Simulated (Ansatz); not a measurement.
**NaHF2: distorted cells**

Method: DFT PBEsol, scalar-relativistic, plane waves, PAW in Ansatz.

Cutoff 420 eV; k points 9×9×9 on the computed 4-atom cell (Γ-centred); Gaussian smearing, width 0.02 eV; no spin polarisation.

Reference cell:

```
CELL_PARAMETERS angstrom
1.73700 1.00286 4.58333
-1.73700 1.00286 4.58333
0.00000 -2.00571 4.58333
ATOMIC_POSITIONS crystal
Na 0.00000 0.00000 0.00000
H 0.50000 0.50000 0.50000
F 0.41760 0.41760 0.41760
F 0.58240 0.58240 0.58240
```

Each variant moves atoms of this cell by the vectors given, if any (Å), and then applies a symmetric strain (tensor components, Cartesian axes). The reference cell isn't relaxed at this level. Energies are per atom at zero smearing, counted from the reference cell. Pressure is positive in compression.

1. strain (xx yy zz yz xz xy, %) 0.11 -0.24 -3.06 0.33 -1.74 0.95; moves: Na1 (-0.080, 0.048, -0.130); H2 (-0.110, 0.168, -0.067); F3 (-0.036, -0.026, -0.090); F4 (0.226, -0.190, 0.286)
2. strain (xx yy zz yz xz xy, %) -7.21 -6.56 2.12 -1.25 2.16 0.56; moves: Na1 (0.061, 0.106, 0.000); H2 (0.024, 0.042, 0.000); F3 (-0.054, -0.067, 0.170); F4 (-0.031, -0.080, -0.170)
3. strain (xx yy zz yz xz xy, %) -4.73 -4.73 -1.73 0.00 0.00 0.00; moves: F3 (0.000, 0.000, 0.042); F4 (0.000, 0.000, -0.042)
4. no strain; moves: H2 (0.174, -0.139, 0.032)
5. no strain; moves: H2 (-0.059, 0.137, -0.019)

The reference cell has pressure 0.51 GPa, largest force 0.280 eV/Å and gap 6.92 eV.

```csv
result,ΔE (meV/atom),P (GPa),largest force (eV/Å),gap on mesh (eV)
A,31.7,-0.34,1.15,6.67
B,281.4,19.02,7.46,6.89
C,48.5,9.16,2.31,7.32
D,361.9,4.66,6.34,5.92
E,13.8,0.11,0.75,6.84
```

**Question.** Which variant gave which result?

**Answer.** A is 4, B is 2, C is 3, D is 1, E is 5.

An odd mesh misses points on the zone edge, so a gap read on it can be too wide.

Cost: 6 runs of about 1.1 core-minutes in all, on Arm Neoverse V2 (shared hosts).